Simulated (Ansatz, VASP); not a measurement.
## As: VASP beside Ansatz

```xyz
1
Lattice="2.6974 0.0000 0.0000 0.0000 2.6974 0.0000 0.0000 0.0000 2.6974" Properties=species:S:1:pos:R:3 pbc="T T T"
As    0.0000    0.0000    0.0000
```

Alike in both runs: task single point; functional PBE; k mesh 13 × 13 × 13; occupations fermi-dirac, width 0.1 eV; no spin polarisation.

|  | VASP | Ansatz |
| --- | --- | --- |
| version | VASP 6.6.1 | Ansatz 0.2.0 |
| potentials or method | VASP PAW PBE potentials, release 64 (As) | plane waves (420 eV) with PAW, scalar-relativistic |
| plane-wave cutoff (eV) | 520 | 420 |
| valence electrons in the cell | 5 | 15 |

```tsv
	VASP	Ansatz	Ansatz less VASP
pressure (GPa)	3.4	3.2	-0.21
```

The two sets of potentials don't hold the same shells in valence.
